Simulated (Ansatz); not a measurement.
**Relaxing KI in the rocksalt type**

First guess:

```
CELL_PARAMETERS angstrom
0.00000 3.12954 3.12954
3.12954 0.00000 3.12954
3.12954 3.12954 0.00000
ATOMIC_POSITIONS crystal
K 0.00000 0.00000 0.00000
I 0.50000 0.50000 0.50000
```

All numbers below come from Ansatz 0.2.0, DFT, PBE, PAW with Ansatz's default frozen-core files, scalar-relativistic.

Cell and atoms relax within the symmetry of the start on a 10×10×10 k mesh with 0.03 eV Fermi–Dirac smearing.

The start is built from a prototype, known or not as a phase of this compound; the cutoff is 420 eV.

No spin–orbit coupling, which matters for the heavy atoms here.

**Question.** What is the pressure of the first guess?

**Answer.** 11.79 GPa.

**Question.** What does it relax to?

**Answer.** a = 7.180 Å, b = 7.180 Å, c = 7.180 Å, α = 90.00°, β = 90.00°, γ = 90.00° (conventional cell), 46.27 Å³ per atom:
```xyz
2
Lattice="0.0000 3.5900 3.5900 3.5900 0.0000 3.5900 3.5900 3.5900 0.0000" Properties=species:S:1:pos:R:3 pbc="T T T"
K     0.0000    0.0000    0.0000
I     3.5900    3.5900    3.5900
```

**Question.** How much energy does the relaxation release?

**Answer.** 387 meV/atom.
